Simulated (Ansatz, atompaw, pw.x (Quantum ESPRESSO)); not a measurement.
# From atom to crystal: PAW (atompaw) potential for Te (Z = 52)

Te (Z = 52), PAW, made with atompaw 4.2.0.5 (PBE, scalar-relativistic). Core [Kr] 4d10, reference 5s2 5p4. Waves: 5s (bound): rc 2.14 bohr; 5s channel at -0.5 Ry: rc 2.00 bohr; 5p (bound): rc 2.50 bohr; 5p channel at 4.5 Ry: rc 2.50 bohr; 5d channel at 0.2 Ry: rc 1.85 bohr. Local part: bessel scheme, radius 2.00 bohr. Core correction: smooth core density matched at 1.40 bohr. Augmentation charge: gaussian compensation charge, radius 2.35 bohr; PAW radius 2.50 bohr; waves and projectors: custom rrkj vanderbiltortho.

Atomic tests: cutoffs needed: 8 Ry and 15 Ry (the cutoffs (Ry, on a coarse ladder) from which the occupation-weighted sum of valence levels, in a spherical-Bessel basis at the reference potential, stays within 10 and 1 mRy of its value at 400 Ry); ghost test: no extra level below or beside the all-electron valence levels (s, p, d, f tested) (spherical-Bessel basis up to 400 Ry, 20 bohr box); lowest eigenvalue of the overlap operator: 0.50 (s channel).

Crystal test: sc Te in pw.x 7.5, no spin, 10³ k-points, Fermi–Dirac smearing 0.01 Ry, cutoffs 40/400 Ry. The reference is all-electron LAPW (Ansatz 0.2.0) with the same functional, mesh and smearing; V0 and B0 come from Birch–Murnaghan fits to the pressures at five volumes. Errors are pseudo minus all-electron; Δ is the rms difference of the E(V) curves that follow from these fits, minima aligned, over ±6 % about the mean V0. Mesh and smearing are coarse, so the numbers serve the comparison and aren't converged zero-temperature values; the lattice is a test structure that the element need not adopt.

All-electron: a0 = 3.203 Å (V0 = 32.86 Å³/atom), B0 = 49.4 GPa.

Question: How far does the potential miss the all-electron equation of state?

Answer: mean pressure error (GPa): -0.31; a0 (Å): 3.196; a0 error (%): -0.21; B0 error (%): +1.1; Δ (meV/atom): 2.2. The logarithmic derivative shows an extra or strongly shifted pseudo pole above the reference energy (d near 1.47 Ry).

```csv
V (Å³/atom),P all-electron (GPa),P pseudo (GPa)
31.282,2.73,2.37
32.105,1.21,0.88
32.928,-0.11,-0.41
33.751,-1.25,-1.53
34.574,-2.23,-2.50
```

Question: At the middle volume, how do free energy and pressure move when the wave cutoff is lowered (ecutrho held at 400 Ry)?

Answer:

```
cutoff (Ry)  shift of F (meV/atom)  shift of P (GPa)
         18                  +12.7             -0.08
         24                   +2.3             -0.03
         32                   +0.6             +0.00
```

Input at the middle volume:

```
&control
  calculation='scf', prefix='x', pseudo_dir='./', outdir='./tmp', tstress=.true., disk_io='low'
/
&system
  ibrav=0, nat=1, ntyp=1, ecutwfc=40, ecutrho=400, nbnd=10,
  occupations='smearing', smearing='fd', degauss=0.01
/
&electrons
  conv_thr=1e-09, mixing_beta=0.4, electron_maxstep=70
/
ATOMIC_SPECIES
Te 1.0 Te.UPF
CELL_PARAMETERS angstrom
  3.20519988 0.00000000 0.00000000
  0.00000000 3.20519988 0.00000000
  0.00000000 0.00000000 3.20519988
ATOMIC_POSITIONS crystal
Te 0.0000 0.0000 0.0000
K_POINTS automatic
10 10 10 0 0 0
```

```bash
pw.x < Te.scf.in > Te.scf.out
```

Lines of the output:

```
Message from routine setup:
     using ibrav=0 with symmetry is DISCOURAGED, use correct ibrav instead
     lattice parameter (alat)  =       6.0569  a.u.
     unit-cell volume          =     222.2092 (a.u.)^3
     number of electrons       =         6.00
     number of Kohn-Sham states=           10
     kinetic-energy cutoff     =      40.0000  Ry
     charge density cutoff     =     400.0000  Ry
     scf convergence threshold =      1.0E-09
     Exchange-correlation= SLA PW PBX PBC
     number of k points=    56  Fermi-Dirac smearing, width (Ry)=  0.0100
     negative rho (up, down):  2.311E-01 0.000E+00
     iteration #  1     ecut=    40.00 Ry     beta= 0.40
     negative rho (up, down):  2.293E-01 0.000E+00
     total energy              =    -362.60728214 Ry
     estimated scf accuracy    <       0.00157372 Ry
     iteration #  2     ecut=    40.00 Ry     beta= 0.40
     negative rho (up, down):  2.266E-01 0.000E+00
     total energy              =    -362.60741847 Ry
     estimated scf accuracy    <       0.00056372 Ry
     iteration #  3     ecut=    40.00 Ry     beta= 0.40
     negative rho (up, down):  2.263E-01 0.000E+00
     total energy              =    -362.60744288 Ry
     estimated scf accuracy    <       0.00000471 Ry
     iteration #  4     ecut=    40.00 Ry     beta= 0.40
     negative rho (up, down):  2.264E-01 0.000E+00
     total energy              =    -362.60745218 Ry
     estimated scf accuracy    <       0.00000054 Ry
     iteration #  5     ecut=    40.00 Ry     beta= 0.40
     negative rho (up, down):  2.266E-01 0.000E+00
     total energy              =    -362.60745224 Ry
     estimated scf accuracy    <       0.00000023 Ry
     iteration #  6     ecut=    40.00 Ry     beta= 0.40
     negative rho (up, down):  2.267E-01 0.000E+00
     total energy              =    -362.60745230 Ry
     estimated scf accuracy    <          6.2E-09 Ry
     iteration #  7     ecut=    40.00 Ry     beta= 0.40
     negative rho (up, down):  2.266E-01 0.000E+00
     total energy              =    -362.60745230 Ry
     estimated scf accuracy    <       0.00000003 Ry
     iteration #  8     ecut=    40.00 Ry     beta= 0.40
     negative rho (up, down):  2.266E-01 0.000E+00
     the Fermi energy is     6.6050 ev
!    total energy              =    -362.60745231 Ry
     estimated scf accuracy    <          1.9E-11 Ry
     smearing contrib. (-TS)   =      -0.00257761 Ry
     convergence has been achieved in   8 iterations
     negative rho (up, down):  2.266E-01 0.000E+00
          total   stress  (Ry/bohr**3)                   (kbar)     P=       -4.13
```

The run at the middle volume (56 k-points, 8 iterations) took about 8.8 s on one core of a shared host (Intel(R) Xeon(R) Platinum 8375C CPU @ 2.90GHz, 128 threads, 992 GiB, load 58).
